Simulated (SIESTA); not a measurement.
## ZnS: equation of state with PBEsol

**What was measured.**

“Electronic, vibrational, and thermodynamic properties of ZnS (zincblende and rocksalt structure)”, 2009, arxiv:0911.5022 quotes, for a bulk crystal of ZnS: bulk modulus 76.9 GPa.

Crystal: ZnS.

```xyz
2
Lattice="0.0000 2.7020 2.7020 2.7020 0.0000 2.7020 2.7020 2.7020 0.0000" Properties=species:S:1:pos:R:3 pbc="T T T"
Zn    4.0530    4.0530    4.0530
S     0.0000    0.0000    0.0000
```

* Program: SIESTA 5.4.2
* Task: equation of state
* Functional: PBEsol
* Potentials or basis: PseudoDojo 0.4 standard (PBEsol files)
* Basis: DZP (energy shift 0.003 Ry; two zetas on semicore shells)
* Grid cutoff: 800 Ry
* Energy shift: 0.003 Ry
* k mesh: 9 × 9 × 9
* Occupations: fermi-dirac, width 0.05 eV
* Spin: no spin polarisation

```yaml
Equilibrium_volume: 19.43 Å³/atom
Bulk_modulus: 80 GPa
Pressure_derivative_of_the_bulk_modulus: "4.4 (rough: it moves with the points fitted)"
```

Energy against volume, from the lowest point:
```csv
volume (Å³/atom),energy (meV/atom)
18.543,11.00
18.938,2.98
19.332,0.00
19.727,0.98
20.121,5.51
20.516,13.29
20.910,24.41
```

All runs of the series together: 2.5 min on 1 thread of Arm Neoverse V1, with other jobs on the host.

Measured bulk modulus of ZnS: 76.9 GPa (quoted in “Electronic, vibrational, and thermodynamic properties of ZnS (zincblende and rocksalt structure)”, 2009, arxiv:0911.5022). This calculation gives 80 GPa (+4.2 %). The fit is for a static lattice scaled at fixed shape and fixed fractional positions.

Caveat: short orbitals over semicore shells can move pressures by several GPa; the basis of atomic orbitals isn't converged, which shifts pressures, moduli and gaps.
